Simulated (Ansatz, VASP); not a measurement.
# PbS (Galena) in two plane-wave programs

One calculation is typed for both programs; each brings its own data sets and cutoff. How far apart do they land? The cell is taken from a series of VASP runs on this material, whose earlier steps may have relaxed, scaled or displaced it; both programs get it as it stands.

Program: Ansatz 0.2.0. Level of theory: plane waves, with VASP 6.6.1 beside it; relaxation of cell and atoms at PBE. Results are calculated unless marked as measured.

## 1. The structure

Symmetry: Fm-3m, No. 225, cubic system. The conventional cell has a = 5.990 Å, b = 5.990 Å, c = 5.990 Å, α = 90.00°, β = 90.00°, γ = 90.00°. Nearest to Pb lie 6 S at 3.00 Å. Nearest to S lie 6 Pb at 3.00 Å. Farther neighbours and most contacts between anions are not listed.

As a file:

```cif
data_structure
_symmetry_space_group_name_H-M 'Fm-3m'
_symmetry_Int_Tables_number 225
_cell_length_a 5.9902
_cell_length_b 5.9902
_cell_length_c 5.9902
_cell_angle_alpha 90.000
_cell_angle_beta 90.000
_cell_angle_gamma 90.000
_cell_volume 214.95
loop_
_atom_site_label
_atom_site_type_symbol
_atom_site_symmetry_multiplicity
_atom_site_Wyckoff_symbol
_atom_site_fract_x
_atom_site_fract_y
_atom_site_fract_z
_atom_site_occupancy
Pb1 Pb 4 a 0.00000 0.00000 0.00000 1
S1 S 4 b 0.50000 0.00000 0.00000 1
```

## 2. VASP: relaxation of cell and atoms, PBE

The relaxed volume is the usual yardstick between codes: its relative difference is about their pressure difference at one cell divided by the bulk modulus.

Lines of VASP's logs that name or quote its potential files are left out, and so is its time.

File INCAR:

```
SYSTEM = PbS
PREC = Accurate
ENCUT = 450
EDIFF = 1E-06
NELM = 100
ISMEAR = 0
SIGMA = 0.03
LREAL = .FALSE.
ALGO = Normal
GGA = PE
NBANDS = 16
LORBIT = 11
LWAVE = .FALSE.
LCHARG = .FALSE.
KPAR = 4
IBRION = 2
NSW = 50
ISIF = 3
EDIFFG = -0.006
```

File POSCAR:

```
PbS
1.0
    0.0000000000      2.9951157712      2.9951157712
    2.9951157712      0.0000000000      2.9951157712
    2.9951157712      2.9951157712      0.0000000000
Pb S
1 1
Direct
    0.0000000000      0.0000000000      0.0000000000
    0.5000000000      0.5000000000      0.5000000000
```

File KPOINTS:

```
Automatic mesh
0
Gamma
6 6 6
0 0 0
```

PAW data sets: Pb_d and S (PBE family, release 64).

Run with:

```console
$ mpirun -np 4 vasp_std
```

Numbers of over 12 decimals in the logs are rounded to 6 here.

Log:

```text
[banner, memory and clock lines left out]
running    4 mpi-ranks, on    1 nodes
 distrk:  each k-point on    1 cores,    4 groups
 distr:  one band on    1 cores,    1 groups

 POSCAR found type information on POSCAR PbS
 POSCAR found :  2 types and       2 ions
 LDA part: xc-table for (Slater+PW92), standard interpolation
 POSCAR, INCAR and KPOINTS ok, starting setup
 FFT: planning ... GRIDC
 FFT: planning ... GRID_SOFT
 FFT: planning ... GRID
 WAVECAR not read
 entering main loop
       N       E                     dE             d eps       ncg     rms          rms(c)
DAV:   1     0.149822150982E+03    0.14982E+03   -0.89008E+03   520   0.116E+03
DAV:   2     0.738352578024E+00   -0.14908E+03   -0.14442E+03   584   0.311E+02
DAV:   3    -0.905693610403E+01   -0.97953E+01   -0.97658E+01   688   0.846E+01
DAV:   4    -0.926861934498E+01   -0.21168E+00   -0.21163E+00   640   0.152E+01
DAV:   5    -0.927801061998E+01   -0.93913E-02   -0.93908E-02   752   0.271E+00    0.442E+00
DAV:   6    -0.876576812408E+01    0.51224E+00   -0.15774E+00   784   0.848E+00    0.311E+00
DAV:   7    -0.876719983765E+01   -0.14317E-02   -0.14448E-01   632   0.198E+00    0.184E+00
DAV:   8    -0.877099797783E+01   -0.37981E-02   -0.18053E-02   656   0.146E+00    0.342E-01
DAV:   9    -0.877036264407E+01    0.63533E-03   -0.39567E-03   792   0.541E-01    0.903E-02
DAV:  10    -0.877058658932E+01   -0.22395E-03   -0.39607E-04   592   0.123E-01    0.626E-02
DAV:  11    -0.877059101196E+01   -0.44226E-05   -0.49658E-05   728   0.817E-02    0.133E-02
DAV:  12    -0.877059206111E+01   -0.10491E-05   -0.36021E-06   672   0.209E-02    0.479E-03
DAV:  13    -0.877059199667E+01    0.64439E-07   -0.22437E-07   456   0.437E-03
   1 F= -.87705920E+01 E0= -.87705920E+01  d E =-.877059E+01
 curvature:   0.00 expect dE= 0.000E+00 dE for cont linesearch  0.000E+00
 trial: gam= 0.00000 g(F)=  0.217E-60 g(S)=  0.162E-02 ort = 0.000E+00 (trialstep = 0.100E+01)
 search vector abs. value=  0.162E-02
 bond charge predicted
       N       E                     dE             d eps       ncg     rms          rms(c)
DAV:   1    -0.879253312725E+01   -0.21941E-01   -0.66087E-01   640   0.135E+01    0.843E-01
DAV:   2    -0.877417159302E+01    0.18362E-01   -0.37555E-02   672   0.315E+00    0.299E-01
DAV:   3    -0.877114767138E+01    0.30239E-02   -0.12190E-02   680   0.177E+00    0.772E-02
DAV:   4    -0.877115660747E+01   -0.89361E-05   -0.29536E-04   608   0.143E-01    0.430E-02
DAV:   5    -0.877115206315E+01    0.45443E-05   -0.44753E-05   672   0.764E-02    0.129E-02
DAV:   6    -0.877115039312E+01    0.16700E-05   -0.51873E-06   688   0.321E-02    0.276E-03
DAV:   7    -0.877115143895E+01   -0.10458E-05   -0.65199E-07   448   0.106E-02    0.931E-04
DAV:   8    -0.877115175783E+01   -0.31888E-06   -0.76708E-08   376   0.396E-03
   2 F= -.87711518E+01 E0= -.87711518E+01  d E =-.559761E-03
 trial-energy change:   -0.000560  1 .order   -0.000567   -0.001624    0.000489
 step:   0.7647(harm=  0.7686)  dis= 0.00000  next Energy=    -8.771209 (dE=-0.617E-03)
 bond charge predicted
       N       E                     dE             d eps       ncg     rms          rms(c)
DAV:   1    -0.877239665217E+01   -0.12452E-02   -0.36212E-02   640   0.311E+00    0.200E-01
DAV:   2    -0.877136603125E+01    0.10306E-02   -0.20797E-03   680   0.747E-01    0.703E-02
DAV:   3    -0.877120142925E+01    0.16460E-03   -0.67115E-04   672   0.417E-01    0.190E-02
DAV:   4    -0.877120576958E+01   -0.43403E-05   -0.16361E-05   592   0.334E-02    0.103E-02
DAV:   5    -0.877120864555E+01   -0.28760E-05   -0.24622E-06   608   0.184E-02    0.315E-03
DAV:   6    -0.877120904826E+01   -0.40272E-06   -0.29928E-07   304   0.778E-03
   3 F= -.87712090E+01 E0= -.87712090E+01  d E =-.617052E-03
 curvature:  -0.38 expect dE=-0.152E-07 dE for cont linesearch -0.152E-07
 trial: gam= 0.00000 g(F)=  0.162E-60 g(S)=  0.396E-07 ort =-0.802E-05 (trialstep = 0.953E+00)
 search vector abs. value=  0.397E-07
 reached required accuracy - stopping structural energy minimisation
```

From OUTCAR (step 2):

```text
ion  position               nearest neighbor table
   1  0.000  0.000  0.000-   2 3.00   2 3.00   2 3.00   2 3.00   2 3.00   2 3.00
   2  0.500  0.500  0.500-   1 3.00   1 3.00   1 3.00   1 3.00   1 3.00   1 3.00

  LATTYP: Found a face centered cubic cell.
 ALAT       =     5.9902315424

 Subroutine GETGRP returns: Found 48 space group operations
 (whereof 48 operations were pure point group operations)

The static configuration has the point symmetry O_h .

 Found     16 irreducible k-points:

   k-points           NKPTS =     16   k-points in BZ     NKDIM =     16   number of bands    NBANDS=     16

   dimension x,y,z NGX =    30 NGY =   30 NGZ =   30
   dimension x,y,z NGXF=    60 NGYF=   60 NGZF=   60

   ENCUT  =  450.0 eV  33.07 Ry    5.75 a.u.   7.33  7.33  7.33*2*pi/ulx,y,z

   NELECT =      20.0000    total number of electrons

 k-points in reciprocal lattice and weights: Automatic mesh
   0.00000000  0.00000000  0.00000000       0.005
   0.16666667  0.00000000  0.00000000       0.037
   0.33333333  0.00000000  0.00000000       0.037
   0.50000000  0.00000000  0.00000000       0.019
   0.16666667  0.16666667  0.00000000       0.028
   0.33333333  0.16666667  0.00000000       0.111
   0.50000000  0.16666667  0.00000000       0.111
  -0.33333333  0.16666667  0.00000000       0.111
  -0.16666667  0.16666667  0.00000000       0.056
[...]
-0.33333333  0.33333333  0.16666667       0.111
  -0.33333333  0.50000000  0.16666667       0.056

 average (electrostatic) potential at core
       1 -91.9837       2 -85.7385

 E-fermi :   5.4322

 k-point     1 :       0.0000    0.0000    0.0000
  band No.  band energies     occupation
    ...
      6      -7.9317      2.00000
      7      -0.7713      2.00000
      8       3.3440      2.00000
      9       3.3440      2.00000
     10       3.3440      2.00000
     11      10.4337      0.00000
     12      10.4337      0.00000
     13      10.4337      0.00000
     14      12.1577      0.00000
     15      12.1577      0.00000
    ...

 k-point     2 :       0.1667    0.0000    0.0000
  band No.  band energies     occupation
    ...
      6      -7.7124      2.00000
      7      -1.4290      2.00000
      8       3.4123      2.00000
      9       3.4123      2.00000
     10       3.8176      2.00000
     11       8.7305      0.00000
     12       9.3290      0.00000
     13       9.3290      0.00000
     14      12.0705      0.00000
     15      12.7427      0.00000
    ...

 k-point     3 :       0.3333    0.0000    0.0000
  band No.  band energies     occupation
    ...
      6      -7.1619      2.00000
      7      -2.6457      2.00000
      8       3.5888      2.00000
      9       3.5888      2.00000
     10       4.6295      2.00000
     11       6.8374      0.00000
     12       7.9423      0.00000
     13       7.9423      0.00000
     14      12.7260      0.00000
     15      14.1262      0.00000
    ...

  Total       -0.0007395     -0.0007395     -0.0007395     -0.0000000      0.0000000     -0.0000000
  in kB       -0.0218669     -0.0218669     -0.0218669     -0.0000000      0.0000000     -0.0000000
  external PRESSURE =      -0.0218669 kB  Pullay stress =       0.0000000 kB

  energy-cutoff  :      450.00
  volume of cell :       54.18
      direct lattice vectors                 reciprocal lattice vectors
     0.000000000  3.003391254  3.003391254    -0.166478476  0.166478476  0.166478476
     3.003391254  0.000000000  3.003391254     0.166478476 -0.166478476  0.166478476
     3.003391254  3.003391254  0.000000000     0.166478476  0.166478476 -0.166478476

 POSITION                                       TOTAL-FORCE (eV/Angst)
 -----------------------------------------------------------------------------------
      0.00000      0.00000      0.00000        -0.000000      0.000000      0.000000
      3.00339      3.00339      3.00339         0.000000     -0.000000     -0.000000
 -----------------------------------------------------------------------------------
    total drift:                               -0.000000      0.000000      0.000000

  FREE ENERGIE OF THE ION-ELECTRON SYSTEM (eV)
  ---------------------------------------------------
  free  energy   TOTEN  =        -8.7712090483 eV

  energy  without entropy=       -8.7712090483  energy(sigma->0) =       -8.77120905

 reached required accuracy - stopping structural energy minimisation

 total charge
# of ion       s       p       d       tot
------------------------------------------
    1        1.489   0.485   9.843  11.817
    2        1.349   2.330   0.000   3.679
--------------------------------------------------
tot          2.838   2.815   9.843  15.496

[... 3 further parts left out ...]
```

The gap is read on the k-mesh alone, so it is an upper bound where the band edges lie off the mesh. The run keeps the 48 symmetry operations of its start, so it cannot find a distortion of lower symmetry.

## 3. Ansatz: relaxation of cell and atoms, PBE

Ansatz runs on its default PAW (the set named soft_2) files.

The same cell, functional, mesh and smearing now go to Ansatz, which takes its cutoff from its data sets.

File input.yaml:

```yaml
crystal:
  lattice:
    - [0.0, 2.9951157712, 2.9951157712]
    - [2.9951157712, 0.0, 2.9951157712]
    - [2.9951157712, 2.9951157712, 0.0]
  atoms:
    - { symbol: Pb, position: [0.0, 0.0, 0.0] }
    - { symbol: S, position: [0.5, 0.5, 0.5] }
hamiltonian:
  xc: pbe
  pseudopotentials: { kind: paw }
kpoints:
  mp_grid: { grid: [6, 6, 6] }
scf:
  occupations: { method: gaussian, width: 0.03 }
relax:
  f_tol: 0.01
  max_steps: 60
  cell: { stress_tol: 0.05 }
output:
  forces: true
  stress: true
```

Run with:

```console
$ ansatz run input.yaml --threads 4 --pin off --max-ram 9216MiB --backend cpu --events-out ev --progress --plain --runs-dir out
```

Log:

```text
Engine: ansatz 0.2.0, x86_64-unknown-linux-gnu
Pseudopotentials: kind: paw
Pseudopotential: Pb, paw, valence charge 14, recommended cutoff 420 eV (normal), Pb.paw.azcp
Pseudopotential: S, paw, valence charge 6, recommended cutoff 420 eV (normal), S.paw.azcp
Functional definition: PBE
  parameter kappa = 0.804
  parameter beta = 0.066725
  exchange = pbe_x(kappa = kappa, mu = beta*pi^2/3)
  correlation = pbe_c(beta = beta)
Crystal: 2 atoms, lattice volume = 53.737 Å³
Basis set: ecut = 420 eV, 1067 PW (Γ), exchange–correlation on 60×60×60 points (8 copies of the dense FFT grid, shifted against one another)
Bands: 14, of which v1, the nominal top of the filled ones, is band 10 counted from 1 (9 counted from 0)
Symmetry: 48 space group operations
Space group: Fm-3m (ITA 225), of the structure as read, at distance tolerance 3.8e-5 Å
k-points: 16 of 216
Non-local potential: Pb, projectors of the file, l = 0: 2, l = 1: 2, l = 2: 2, l = 3: 2
Non-local potential: S, projectors of the file, l = 0: 2, l = 1: 2, l = 2: 2
PAW form: soft (Blöchl's): semilocal exchange-correlation on the pseudo side does not see the compensation charge
PAW one-centre angular grid: Pb, 590 points (default); XC on 64 Gauss nodes
PAW one-centre angular grid: S, 110 points (default); XC on 64 Gauss nodes
Initial density: superposition of atomic densities (neutral atoms: chi_scale 0, normalization atom), corrected by the library's trained network
Initial wavefunctions: pseudopotential atomic-orbital guess
Functional: x = pbe(κ = 0.804, μ = 0.219515), c = pbe(β = 0.066725)
SCF iter   1: F=—  HF=-12809.573395 eV  |F-HF|=—  |Δ(HF+E_count)|=         —  Δρ=1.00e-3  dr2=8.76e-4  ethr=1.77e-3  ⟨swp⟩=6.1  Hψ=1333  notcnv=0
preconditioner: auto → none  [insulator: Δε(μ)=0.470 eV  Ē_g=15.375 eV  σ=0.030 eV  W_gap=1.00  n_scr=14 (ndim 8)  ℏωp=22.7 eV  f_vac=0.001  D(μ)=0.00/eV (n_scr^D=0)  ε∞_Penn≈3.2]
SCF iter   2: F=—  HF=-12809.572096 eV  |F-HF|=—  |Δ(HF+E_count)|=   1.30e-3  Δρ=4.65e-4  dr2=1.06e-4  ethr=4.38e-6  ⟨swp⟩=2.1  Hψ=517  notcnv=0
SCF iter   3: F=—  HF=-12809.572100 eV  |F-HF|=—  |Δ(HF+E_count)|=   4.13e-6  Δρ=1.69e-4  dr2=1.37e-5  ethr=5.30e-7  ⟨swp⟩=2.0  Hψ=344  notcnv=0
SCF iter   4: F=—  HF=-12809.572107 eV  |F-HF|=—  |Δ(HF+E_count)|=   6.88e-6  Δρ=4.44e-5  dr2=1.12e-6  ethr=6.85e-8  ⟨swp⟩=2.2  Hψ=302  notcnv=0
iter 5 did not close the SCF: its close was put off for the readings that it lacked (scf_convergence_deferred on its scf_iter line)
SCF iter   5: F=-12809.572107 eV  HF=-12809.572107 eV  |F-HF|=2.83e-8  |Δ(HF+E_count)|=   3.30e-7  Δρ=7.87e-6  dr2=3.94e-8  ethr=5.61e-9  ⟨swp⟩=3.0  Hψ=385  notcnv=0
SCF iter   6: F=-12809.572107 eV  HF=-12809.572107 eV  |F-HF|=2.73e-11  |Δ(HF+E_count)|=   9.84e-9  Δρ=4.26e-7  dr2=7.01e-11  ethr=1.97e-10  ⟨swp⟩=2.0  Hψ=772  notcnv=0
SCF 1 converged in 6 iterations: F = -12809.572107 eV  dr2 = 7.01e-11
  greatest PAW one-centre occupation: 0.982 electrons in one spin orbital (limit 2), on the Pb atom at site 0 (counted from 0), in its partial waves of l = 2
relax step   1: F+E_penalty+E_count = -12809.57210738 eV  Δ(F+E_penalty+E_count) = +0.000e0 eV  max|allowed force component| = 2.646e-30 eV/Å  Δτ_max = 0.0000 Å  P = +0.478 GPa  Ω = 53.737 Å³  (6 SCF iters, dr2 threshold 1.00e-7 eV, accepted)
[...]
relax step   2: F+E_penalty+E_count = -12809.57257988 eV  Δ(F+E_penalty+E_count) = -4.725e-4 eV  max|allowed force component| = 1.874e-30 eV/Å  Δτ_max = 0.0000 Å  P = -0.227 GPa  Ω = 54.452 Å³  energy of the carried Pulay correction = -6.894e-5 eV  (6 SCF iters, dr2 threshold 2.00e-7 eV, accepted)
[...]
relax step   3: F+E_penalty+E_count = -12809.57277049 eV  Δ(F+E_penalty+E_count) = -1.906e-4 eV  max|allowed force component| = 1.643e-30 eV/Å  Δτ_max = 0.0000 Å  P = -0.003 GPa  Ω = 54.219 Å³  energy of the carried Pulay correction = -4.662e-5 eV  (6 SCF iters, dr2 threshold 1.29e-7 eV, accepted)
[...]
relax step   4: F+E_penalty+E_count = -12809.57282246 eV  Δ(F+E_penalty+E_count) = -5.198e-5 eV  max|allowed force component| = 1.742e-30 eV/Å  Δτ_max = 0.0000 Å  P = -0.003 GPa  Ω = 54.219 Å³  stress off target by 3.29e-3 GPa  SCF on the basis re-selected at this cell (its energy is not comparable with the rows above)  (8 SCF iters)
basis re-selected at this cell: Δ(F+E_penalty+E_count) = -5.198e-5 eV, ΔP = +0.000 GPa vs the last step (what re-selecting the basis moved, of the pressure what is left beyond the Pulay correction that the steps carried, after the strain that the cell walked since its last selection, with what the two solves' SCF thresholds leave and, on support functions, any second-order correction that the steps lacked; it is no m [...]
SCF converged after 8 iterations
Free energy (F): -12809.572822 eV
Harris-Foulkes:  -12809.572822 eV  (|F-HF|=3.64e-12)
Internal energy: -12809.572822 eV  (E = F + TS)
E sigma→0 (E₀):  -12809.572822 eV
Fermi energy:    8.065393 eV
--- Per-component energies (eV) ---
  E_band       = -64.703180
  E_kinetic    = 392.560334
  E_local      = -1249.680049  (includes V_loc(G=0)·N_el)
  E_nonlocal   = 378.451612
  E_hartree    = 484.558821
  E_xc         = -318.124181
  E_vxc        = -219.931827  (∫ρ·V_xc dr)
  E_paw        = -11003.281681  (= ΣΔE_a)
  E_vpaw       = -335.220944  (= ΣTr[D̂ρ^β])
  E_aug_tail   = 0.000051  (compensation charges beyond the density's cutoff)
  E_ewald      = -1494.057729
  E_smearing   = -0.000000  (= −TS)
  E_closure    = 0.000000  (closes the sum)
  Σ components = -12809.572822   (vs F -12809.572822, Δ=0.00e0)
--- Forces (eV/Å), atoms counted from 1 ---
  atom   1  Pb    -0.00000000    -0.00000000    -0.00000000
  atom   2  S      0.00000000    -0.00000000     0.00000000
  max |Σ_I F_I| component: 2.83e-30 eV/Å
--- Stress (GPa, compression-positive) ---
       -0.003287      -0.000000      -0.000000
       -0.000000      -0.003287      -0.000000
       -0.000000       0.000000      -0.003287
  P = ⅓ Tr σ = -0.0033 GPa (-0.033 kbar)
--- Relaxed structure (3 steps of the walk, 3 accepted, 1 SCFs on fresh bases) ---
  F+E_penalty+E_count = -12809.57282246 eV   max|allowed force component| = 1.742e-30 eV/Å   (the final SCF, on the basis selected at the relaxed cell)
  cell:  # Å, volume = 54.2195 Å³
    - [0, 3.004058, 3.004058]
    - [3.004058, 0, 3.004058]
    - [3.004058, 3.004058, 0]
  atoms:
    - { symbol: Pb, position: [0, 0, 0] }
    - { symbol: S, position: [0.5, 0.5, 0.5] }
```

It took 2 s on 4 threads of Intel Xeon Platinum 8488C (Sapphire Rapids), shared host; peak memory 0.39 GiB; 3.8 s of CPU time.

## 4. Differences

Known differences besides the potentials themselves: both relaxations stop at a tolerance, which leaves soft axes loose, and VASP keeps its plane-wave basis; the cutoff is 420 eV in Ansatz and 450 eV in VASP; VASP leaves aspherical gradient terms in its spheres out (LASPH is not set), Ansatz keeps them; Ansatz adds a Pulay correction to the stress that steers its cell, VASP none. Total energies have different zeros and are not compared.

The two programs side by side:

| quantity | Ansatz | VASP | difference |
| --- | --- | --- | --- |
| volume (Å³) | 54.22 | 54.18 | +0.07 % |
| edge a after relaxation, in the typed setting (Å) | 4.248 | 4.247 | +0.02 % |

The walks stopped with 0.00 GPa left in Ansatz and 0.00 GPa in VASP; each walk ends within a tolerance, so the volume difference is uncertain by about these residues over the bulk modulus, most in soft cells.

## 5. Outcome

```yaml
difference_in_volume_relaxation_of_cell_and_atoms_pbe: 0.067 %
```

**Reading.** The difference in volume is 0.067 % (relaxation of cell and atoms, PBE), within the 1.2 % picked in this series as the mark of a large difference, as far as the stopping tolerances let one tell. 1 further run of this series is not shown here. How closely two codes agree says nothing of how well the functional describes the real material.

[Lines on the potential files, build, host, timing and source positions are cut from VASP's logs without a mark.]

[Logs are printed without paths, hosts, clocks, repeated set-up lines and the standing remarks that a program may print on its own settings, such as how far it seeks lower states.]

[Hosts, paths, dates, database ids (printed as entryN), source tags and the programs' standing remarks are cut or masked in the printed files.]
